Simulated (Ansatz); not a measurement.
Level of theory: DFT PBE, scalar-relativistic, plane waves, PAW in Ansatz. Settings: cutoff 420 eV, Γ-centred meshes spaced at most about 0.3 Å⁻¹, and about 0.25 Å⁻¹ or finer for metals (2π included), Gaussian smearing. Collinear spin in cells that started with moments and kept them past the coarse steps, no spin elsewhere.

All energies are static (0 K, no zero-point motion).

Compare these two cells of CuO, each relaxed at this level.

A. (site moments Cu 0.5; O 0.6 μB)

```
CELL_PARAMETERS angstrom
2.64591 0.00000 0.00000
0.00000 2.64591 0.00000
0.00000 0.00000 2.64591
ATOMIC_POSITIONS crystal
Cu 0.00000 0.00000 0.00000
O 0.50000 0.50000 0.50000
```

B. (no spin)

```
CELL_PARAMETERS angstrom
0.00000 2.12209 2.12209
2.12209 0.00000 2.12209
2.12209 2.12209 0.00000
ATOMIC_POSITIONS crystal
Cu 0.50000 0.50000 0.50000
O 0.00000 0.00000 0.00000
```

Task: Which is lower in energy, and by how much?

Result: B is lower, by 0.44 eV/atom. A has the caesium chloride type, space group Pm-3m (No. 221), 9.3 Å³/atom and no gap on its mesh; B has the rock salt type, space group Fm-3m (No. 225), 9.6 Å³/atom and no gap. Counting O atoms around Cu (those within 1.25 times the shortest such distance or 1.15 times the sum of covalent radii, 1.27 where that leaves under three), A has Cu 8 and B has Cu 6. Their magnetic states differ too. The lower one is the more open, so pressure narrows the difference. In A, Cu has 8 O at 2.29 Å and 6 Cu at 2.65 Å; around O lie 8 Cu at 2.29 Å and 6 O at 2.65 Å. In B, Cu has 6 O at 2.12 Å; O has 6 Cu at 2.12 Å. Both come from invented guesses. The part of the Crystallography Open Database at hand lists CuO in space groups No. 9, 15; no cell shown has one of them.

In such compounds of Cu a zero gap at this level may well be an artefact, since no Hubbard U is applied. In Fm-3m an odd number of electrons in the primitive cell allows no gap without spin; a larger cell or a magnetic state could open one. Another magnetic order may lie lower. Cells relaxed within their symmetry can be saddle points.

Octahedral rock salt suits CuO better than eightfold caesium chloride packing. Cu(II) is small for eight oxide neighbours: the Cu–O contacts stretch from 2.12 to 2.29 Å, while oxide ions come within 2.65 Å of one another. Weaker individual Cu 3d–O 2p bonds and stronger O–O repulsion probably outweigh the gain in coordination number. The sizeable oxygen moment in the caesium chloride cell suggests that the hole is shared with O 2p rather than confined to Cu 3d.

Allowing spin polarisation in the rock salt cell could only lower its energy or leave it unchanged, so the order is safe against that omission, though the margin is not. The volumes are so similar that reversing the order would probably take very high pressure.

Neither cell represents the ground state of CuO. A d⁹ ion in a regular octahedron is Jahn–Teller active, and tenorite instead adopts a monoclinic structure with nearly square-planar CuO₄ units, a distortion that both cubic symmetries forbid.
